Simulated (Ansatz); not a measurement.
# K: the crystal squeezed far

How does K (simple hexagonal type) answer strong compression? The runs shown use PAW.

Program: Ansatz 0.2.0. Level of theory: DFT PBE, with the methods named in each step. These are calculated values, not measurements.

## 1. Starting point

It takes space group P6/mmm (No. 191, hexagonal). The conventional cell has a = 4.550 Å, b = 4.550 Å, c = 4.277 Å, α = 90.00°, β = 90.00°, γ = 120.00°. K (site symmetry 6/mmm) is surrounded by 2 K at 4.28 Å.

As a file:

```cif
data_structure
_symmetry_space_group_name_H-M 'P 1'
_symmetry_Int_Tables_number 1
_cell_length_a 4.5502
_cell_length_b 4.5502
_cell_length_c 4.2772
_cell_angle_alpha 90.000
_cell_angle_beta 90.000
_cell_angle_gamma 120.000
_cell_volume 76.69
loop_
_atom_site_label
_atom_site_type_symbol
_atom_site_fract_x
_atom_site_fract_y
_atom_site_fract_z
_atom_site_occupancy
K1 K 0.00000 0.00000 0.00000 1
```

Whether this phase is the stable one at these pressures isn't tested.

## 2. Cell relaxed at zero pressure, PAW

input.yaml reads:

```yaml
crystal:
  lattice:
    - [4.5501940904, 0.0, 0.0]
    - [-2.2750970452, 3.9405836744, 0.0]
    - [0.0, 0.0, 4.277182445]
  atoms:
    - { symbol: K, position: [0.0, 0.0, 0.0] }
kpoints:
  mp_grid: { grid: [10, 10, 9] }
scf:
  occupations: { method: fermi_dirac, width: 0.08 }
hamiltonian:
  xc: pbe
  pseudopotentials: { kind: paw }
output:
  forces: true
  stress: true
relax:
  f_tol: 0.005
  max_steps: 40
  cell: {}
```

Command:

```sh
$ ansatz run input.yaml --threads 1 --pin off --max-ram 2048MiB --backend cpu --events-out ev --progress --plain --runs-dir out
```

Further steps of the session: Volume scaled by 1, PAW; Shape and atoms relaxed at 0.9 of the volume, PAW; Volume scaled by 0.9, PAW; Shape and atoms relaxed at 0.8 of the volume, PAW; Volume scaled by 0.8, PAW; Shape and atoms relaxed at 0.7 of the volume, PAW; Volume scaled by 0.7, PAW; Shape and atoms relaxed at 0.6 of the volume, PAW; Volume scaled by 0.6, PAW; Shape and atoms relaxed at 0.5 of the volume, PAW; Volume scaled by 0.5, PAW; Shape and atoms relaxed at 0.4 of the volume, PAW; Volume scaled by 0.4, PAW; Volume scaled by 0.4, PAW (level accurate).

What does the calculation give? Wanted: PAW pressure at 0.4 of the volume; PAW; fitted bulk modulus at zero pressure.

**Answer**, as computed:

```
                                          quantity     value
                 PAW pressure at 0.4 of the volume  13.8 GPa
PAW (level accurate) pressure at 0.4 of the volume  13.8 GPa
        fitted bulk modulus at zero pressure (PAW)   3.8 GPa
                           its pressure derivative      3.46
```

At 0.4 of the starting volume PAW gives 13.8 GPa. A third-order Birch-Murnaghan curve fits the range only roughly (B₀ = 3.8 GPa, B′ = 3.46, misfit at most 0.14 GPa). A fit over so wide a range leans to the high pressures, so B₀ can be off by several per cent. No all-electron run checks these rows here, and frozen cores can fail under such compression. The ions are at rest, and the electrons smeared by 0.08 eV.
